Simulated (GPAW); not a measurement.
# Ge (Cmmm) in GPAW: convergence with k mesh

Aim: find how far k mesh must go before the results for Ge settle, at PBE. This setting moves, with any that are tied to it; all else stays.

Program: GPAW 26.7.0. These are calculated values, not measurements. Logs are shortened: lines on timing, memory, paths and dates and some standing lists are left out, and cuts for length are marked. The log counts tension as positive stress, the text compression.

**1. Starting point**

The structure is orthorhombic, space group Cmmm (No. 65). The conventional cell has a = 2.794 Å, b = 5.201 Å, c = 2.698 Å, α = 90.00°, β = 90.00°, γ = 90.00°. Ge (site symmetry mmm) is surrounded by 8 Ge at 2.70 to 2.95 Å.

This isn't the form of Ge at room conditions, which is diamond.

**2. With k mesh 3 × 3 × 2**

The input, run.py:

```python
from ase.dft.bandgap import bandgap
from ase.io import read, write
from ase.units import GPa
from gpaw import GPAW, PW

atoms = read('POSCAR')

calc = GPAW(mode=PW(600),
            xc='PBE',
            kpts={'size': (3, 3, 2), 'gamma': True},
            occupations={'name': 'fermi-dirac', 'width': 0.05},
            nbands=8,
            convergence={'density': 1e-05, 'energy': 1e-05},
            maxiter=100,
            txt='gpaw.txt')
atoms.calc = calc
energy = atoms.get_potential_energy()
forces = atoms.get_forces()
stress = atoms.get_stress()
calc.write('gs.gpw')
write('result.traj', atoms)
print(f'Energy: {energy:.6f} eV')
print('Forces (eV/A):')
print(forces.round(4))
print('Stress (GPa):', (stress / GPa).round(3))
print('Fermi level:', round(calc.get_fermi_level(), 4), 'eV')
print(f'Gap: {bandgap(calc)[0]:.4f} eV, direct: {bandgap(calc, direct=True)[0]:.4f} eV')
```

The input, POSCAR:

```
Ge
1.0
    1.3971490000     -2.6005160000      0.0000000000
    1.3971490000      2.6005160000      0.0000000000
    0.0000000000      0.0000000000      2.6982310000
Ge
1
Direct
    0.5000000000      0.5000000000      0.0000000000
```

Potentials or basis: GPAW PAW data sets (gpaw-data 1.2.1), pw.

The run is started by

```bash
> OMP_NUM_THREADS=1 python run.py
```

Wall time 2 s (1 thread of Arm Neoverse V1, shared host); peak memory 0.12 GiB.

What came out:

- Free energy: -4.7411 eV
- Pressure: 0.4 GPa
- Band gap on the k mesh: none (metal or under the smearing width)

**3. With k mesh 4 × 4 × 3**

Edit run.py of step 2 so:

```diff
@@ -9,3 +9,3 @@
             xc='PBE',
-            kpts={'size': (3, 3, 2), 'gamma': True},
+            kpts={'size': (4, 4, 3), 'gamma': True},
             occupations={'name': 'fermi-dirac', 'width': 0.05},
```

POSCAR is that of step 2.

Potentials or basis: GPAW PAW data sets (gpaw-data 1.2.1), pw.

The run is started by

```bash
> OMP_NUM_THREADS=1 python run.py
```

It took 2.5 s on 1 thread of Arm Neoverse V1, shared host; peak memory 0.12 GiB.

Results:

```
Free energy            : -3.9568 eV
Pressure               : -2.3 GPa
Band gap on the k mesh : none (metal or under the smearing width)
```

**4. With k mesh 5 × 5 × 4**

Edit run.py of step 3 so:

```diff
@@ -9,3 +9,3 @@
             xc='PBE',
-            kpts={'size': (4, 4, 3), 'gamma': True},
+            kpts={'size': (5, 5, 4), 'gamma': True},
             occupations={'name': 'fermi-dirac', 'width': 0.05},
```

POSCAR is that of step 3.

The run is started by

```bash
> OMP_NUM_THREADS=1 python run.py
```

Wall time 3.6 s (1 thread of Arm Neoverse V1, shared host); peak memory 0.12 GiB.

Results:

```
Free energy            : -4.1792 eV
Pressure               : 2.6 GPa
Band gap on the k mesh : none (metal or under the smearing width)
```

**5. With k mesh 6 × 6 × 5**

Edit run.py of step 4 so:

```diff
@@ -9,3 +9,3 @@
             xc='PBE',
-            kpts={'size': (5, 5, 4), 'gamma': True},
+            kpts={'size': (6, 6, 5), 'gamma': True},
             occupations={'name': 'fermi-dirac', 'width': 0.05},
```

POSCAR is that of step 4.

The run is started by

```bash
> OMP_NUM_THREADS=1 python run.py
```

Run time: 4.6 s. Hardware: 1 thread of Arm Neoverse V1, shared host; peak memory 0.12 GiB.

Results (log left out):

| Quantity | Value |
| --- | --- |
| Free energy | -4.2647 eV |
| Pressure | 0.9 GPa |
| Band gap on the k mesh | none (metal or under the smearing width) |

**6. With k mesh 7 × 7 × 6**

Edit run.py of step 5 so:

```diff
@@ -9,3 +9,3 @@
             xc='PBE',
-            kpts={'size': (6, 6, 5), 'gamma': True},
+            kpts={'size': (7, 7, 6), 'gamma': True},
             occupations={'name': 'fermi-dirac', 'width': 0.05},
```

POSCAR is that of step 5.

Potentials or basis: GPAW PAW data sets (gpaw-data 1.2.1), pw.

The run is started by

```bash
> OMP_NUM_THREADS=1 python run.py
```

Wall time 6.8 s (1 thread of Arm Neoverse V1, shared host); peak memory 0.13 GiB.

It converged, with:

```yaml
Free_energy: -4.3216 eV
Pressure: -2.1 GPa
Band_gap_on_the_k_mesh: none (metal or under the smearing width)
```

**7. With k mesh 8 × 8 × 7**

Edit run.py of step 6 so:

```diff
@@ -9,3 +9,3 @@
             xc='PBE',
-            kpts={'size': (7, 7, 6), 'gamma': True},
+            kpts={'size': (8, 8, 7), 'gamma': True},
             occupations={'name': 'fermi-dirac', 'width': 0.05},
```

POSCAR is that of step 6.

The run is started by

```bash
> OMP_NUM_THREADS=1 python run.py
```

Wall time 8.6 s (1 thread of Arm Neoverse V1, shared host); peak memory 0.13 GiB.

Results (log left out):

* Free energy: -4.2700 eV
* Pressure: -0.9 GPa
* Band gap on the k mesh: none (metal or under the smearing width)

**8. With k mesh 10 × 10 × 9**

Edit run.py of step 7 so:

```diff
@@ -9,3 +9,3 @@
             xc='PBE',
-            kpts={'size': (8, 8, 7), 'gamma': True},
+            kpts={'size': (10, 10, 9), 'gamma': True},
             occupations={'name': 'fermi-dirac', 'width': 0.05},
```

POSCAR is that of step 7.

The run is started by

```bash
> OMP_NUM_THREADS=1 python run.py
```

Wall time 15 s (1 thread of Arm Neoverse V1, shared host); peak memory 0.15 GiB.

Results (log left out):

```
Free energy            : -4.2909 eV
Pressure               : -0.6 GPa
Band gap on the k mesh : none (metal or under the smearing width)
```

**9. With k mesh 12 × 12 × 11**

Edit run.py of step 8 so:

```diff
@@ -9,3 +9,3 @@
             xc='PBE',
-            kpts={'size': (10, 10, 9), 'gamma': True},
+            kpts={'size': (12, 12, 11), 'gamma': True},
             occupations={'name': 'fermi-dirac', 'width': 0.05},
```

POSCAR is that of step 8.

Potentials or basis: GPAW PAW data sets (gpaw-data 1.2.1), pw.

The run is started by

```bash
> OMP_NUM_THREADS=1 python run.py
```

It took 23 s on 1 thread of Arm Neoverse V1, shared host; peak memory 0.17 GiB.

Results (log left out):

```
Free energy            : -4.2748 eV
Pressure               : -1.0 GPa
Band gap on the k mesh : none (metal or under the smearing width)
```

**10. With k mesh 14 × 14 × 13**

Edit run.py of step 9 so:

```diff
@@ -9,3 +9,3 @@
             xc='PBE',
-            kpts={'size': (12, 12, 11), 'gamma': True},
+            kpts={'size': (14, 14, 13), 'gamma': True},
             occupations={'name': 'fermi-dirac', 'width': 0.05},
```

POSCAR is that of step 9.

Potentials or basis: GPAW PAW data sets (gpaw-data 1.2.1), pw.

The run is started by

```bash
> OMP_NUM_THREADS=1 python run.py
```

gpaw.txt:

```text
__  _  _
 | _ |_)|_||  |
 |__||  | ||/\| - 26.7.0

Input parameters:
  mode=PW(ecut=600.0),
  convergence={'density': 1e-05, 'energy': 1e-05},
  kpts=MonkhorstPack(size=(14, 14, 13), gamma=True),
  maxiter=100,
  nbands=8,
  occupations=Occupations(name='fermi-dirac', width=0.05),
  xc=XC(name='PBE')

Diagonalizing LCAO Hamiltonian
Converting LCAO to pw mode

       Ge

Atoms  # Å, Bohr magnetons
|   | symbol |        x |        y |        z |    initial magnetic moments |
|---|--------|----------|----------|----------|-----------------------------|
| 0 |     Ge | 1.397149 | 0.000000 | 0.000000 | ( 0.0000,  0.0000,  0.0000) |

Unit cell  # Å
| periodic |        x |         y |        z |  lengths |     angles |
|----------|----------|-----------|----------|----------|------------|
|      yes | 1.397149 | -2.600516 | 0.000000 | 2.952069 |  90.000000 |
|      yes | 1.397149 |  2.600516 | 0.000000 | 2.952069 |  90.000000 |
|      yes | 0.000000 |  0.000000 | 2.698231 | 2.698231 | 123.505425 |

Number of symmetries: 8
Symmetry operations  # r_c * U_cc + t_c -> r_c
|   | kind |            matrix            |
|---|------|------------------------------|
| 0 |  E   |  1, 0, 0,  0, 1, 0,  0, 0, 1 |
| 1 |  σ   |  1, 0, 0,  0, 1, 0,  0, 0,-1 |
| 2 |  σ   |  0, 1, 0,  1, 0, 0,  0, 0, 1 |
| 3 |  C2  |  0, 1, 0,  1, 0, 0,  0, 0,-1 |
| 4 |  σ   |  0,-1, 0, -1, 0, 0,  0, 0, 1 |
| 5 |  C2  |  0,-1, 0, -1, 0, 0,  0, 0,-1 |
| 6 |  C2  | -1, 0, 0,  0,-1, 0,  0, 0, 1 |
| 7 |  i   | -1, 0, 0,  0,-1, 0,  0, 0,-1 |

BZ-sampling:
  Number of BZ points: 2548
  Number of IBZ points: 399

  Monkhorst-Pack size: [14, 14, 13]
  Monkhorst-Pack shift: [0.03571428571428571, 0.03571428571428571, 0.0]

K-points  # in reciprocal-cell coordinates
|     |                                coordinates |     weight |
|-----|--------------------------------------------|------------|
|   0 | (  0.00000000,   0.00000000,   0.00000000) | 0.00039246 |
|   1 | (  0.00000000,   0.00000000,   0.07692308) | 0.00078493 |
|   2 | (  0.00000000,   0.00000000,   0.15384615) | 0.00078493 |
|   3 | (  0.00000000,   0.00000000,   0.23076923) | 0.00078493 |
|   4 | (  0.00000000,   0.00000000,   0.30769231) | 0.00078493 |
|   5 | (  0.00000000,   0.00000000,   0.38461538) | 0.00078493 |
|   6 | (  0.00000000,   0.00000000,   0.46153846) | 0.00078493 |
|   7 | (  0.07142857,  -0.07142857,   0.00000000) | 0.00078493 |
|   8 | (  0.07142857,  -0.07142857,   0.07692308) | 0.00156986 |
|   9 | (  0.07142857,  -0.07142857,   0.15384615) | 0.00156986 |
| ... |                                            |            |
| 398 | (  0.50000000,   0.50000000,   0.46153846) | 0.00078493 |

Plane wave coefficients: 678
Cutoff: 600.0 eV

Spin-components: 1 (collinear spins)
Bands:           8
Projectors:      5
Spin-degeneracy: 2
Datatype:        complex128

Parallelization:
  kpt:    1
  domain: 1
  band:   1

Density:
  Valence electrons: 4.0
  Components: 1
  Grid points: [18 18 16]
  Charge: 0.0  # |e|

Potential:
  Grid points: [18 18 16]

species:
  Ge:
    name:    Germanium
    Z:       32.0
    valence: 4
    core:    28
    charge:  0.0  # [|e|]
    compensation charges:
      type: gauss
      rc: 0.32  # [Å]
      lmax: 2
    cutoffs:
      filter: 1.77  # [Å]
      core: 3.42  # [Å]
    projectors
    | kind |    occ | energy [eV] | rcut [Å] |
    |------|--------|-------------|----------|
    |   4s |  2.000 |     -11.726 |    1.005 |
    |   4p |  2.000 |      -3.896 |    1.005 |
    |    s |        |      15.485 |    1.005 |
    |    p |        |      23.315 |    1.005 |
    |    d |        |       0.000 |    1.005 |

    Using partial waves for Ge as LCAO basis

Reference energy: -57097.637853  # eV

eigensolver:
  PPCG
  Converge bands: occupied
  niter=2

density mixing:
  MSR1-Mixer
  Pratt-step length: 0.05
  Maximum mixing coefficient: 0.75
  Old densities: 10
  SVD Regularization: 0.005
  Good broyden scale: 1.0
  Trust region scale: 1.0
  Backstep threshold: 4.0
  History deletion threshold: 6.0
  Fourier metric: weight=20.0, sigma=0.015

occupation numbers:
  Fermi-Dirac:
    width: 0.0500  # eV

poisson solver:
  ecut: 4800.0  # eV

xc functional:
  name: PBE with 2 nearest neighbor stencil

convergence criteria:
- Maximum integral of absolute [dens]ity change: 1e-05 electrons / valence electron
- Maximum [total energy] change in last 3 cyles: 1e-05 eV / valence electron
- Maximum integral of absolute [eigenst]ate change: 4e-08 eV^2 / valence electron
maximum number of iterations: 100

SCF iterations
|iter     | |      energy | eigst |  dens |
|---------|-|-------------|-------|-------|
|iter:   1| |   -4.279343 | -0.73 |       |
|iter:   2| |   -4.279142 | -3.22 | -1.22 |
|iter:   3| |   -4.275129 | -3.54 | -1.24 |
|iter:   4| |   -4.275177 | -4.50 | -1.77 |
|iter:   5| |   -4.275171 | -5.58 | -2.62 |
|iter:   6| |   -4.275171c| -7.76c| -3.86 |
|iter:   7| |   -4.275171c| -8.05c| -4.53 |
|iter:   8| |   -4.275171c| -8.80c| -5.21c|

Converged in 8 steps
Energy contributions relative to reference atoms: (reference = -57097.637853)

Energy contributions:
  Kinetic:           6.670597
  Coulomb:          -6.066627
  Zero:             -0.001934
  External:          0.000000
  Xc:               -4.875222
  Entropy:          -0.003971
  Spinorbit:         0.000000
  ----------------------------
  Free energy:      -4.277157
  Extrapolated:     -4.275171

dipole moment: (0.000087, 0.000000, -8.825920)  # |e|*Ang

Fermi level: 7.377
Eigenvalues  # (at kpt = [0.000, 0.000, 0.000])
| band index |      eig [eV] | occ [0-2] |
|------------|---------------|-----------|
|          0 |        -5.502 |     2.000 |
|          1 |        14.043 |     0.000 |
|          2 |        14.512 |     0.000 |
|          3 |        16.022 |     0.000 |
|          4 |        17.368 |     0.000 |
|          5 |        19.667 |     0.000 |
|          6 |        21.975 |     0.000 |
|          7 |        22.099 |     0.000 |

No gap
No difference between direct/indirect transitions

Forces  # eV/Ang
|       x |       y |       z |
|---------|---------|---------|
| 0.00000 | 0.00000 | 0.00000 |  # Ge   0

Stress tensor  # eV/Ang^3
|         x |        y |        z |
|-----------|----------|----------|
| -0.004341 | 0.000000 | 0.000000 |
|  0.000000 | 0.011352 | 0.000000 |
|  0.000000 | 0.000000 | 0.010256 |

# Writing to gs.gpw (mode='')
```

stdout:

```text
Energy: -4.275171 eV
Forces (eV/A):
[[0. 0. 0.]]
Stress (GPa): [-0.695  1.819  1.643  0.     0.     0.   ]
Fermi level: 7.3771 eV
Gap: 0.0000 eV, direct: 0.0000 eV
```

It took 36 s on 1 thread of Arm Neoverse V1, shared host; peak memory 0.2 GiB.

What came out:

* Free energy: -4.2772 eV
* Pressure: -0.9 GPa
* Band gap on the k mesh: none (metal or under the smearing width)

**11. Summary**

| k mesh | energy less the tightest run, at zero smearing (meV/atom) | pressure (GPa) | SCF cycles | CPU time (s) | peak memory (GiB) |
| --- | --- | --- | --- | --- | --- |
| 3 × 3 × 2 | -462.12 | 0.42 | 8 | 2 | 0.12 |
| 4 × 4 × 3 | 319.85 | -2.29 | 8 | 2.5 | 0.12 |
| 5 × 5 × 4 | 99.89 | 2.55 | 8 | 3.6 | 0.12 |
| 6 × 6 × 5 | 13.74 | 0.90 | 8 | 4.6 | 0.12 |
| 7 × 7 × 6 | -44.75 | -2.15 | 8 | 6.8 | 0.13 |
| 8 × 8 × 7 | 8.10 | -0.89 | 8 | 8.6 | 0.13 |
| 10 × 10 × 9 | -14.49 | -0.64 | 8 | 15 | 0.15 |
| 12 × 12 × 11 | 2.46 | -0.99 | 8 | 23 | 0.17 |
| 14 × 14 × 13 | 0.00 | -0.92 | 8 | 36 | 0.2 |

Against the tightest run, the pressure stays within 0.1 GPa from 12 × 12 × 11 on. Not settled before the last step: the energy (to 1 meV/atom). Meshes of other sizes hit other points, so gaps and Fermi surfaces needn't settle smoothly. The tightest run that finished is the yardstick and may itself not be fully converged.
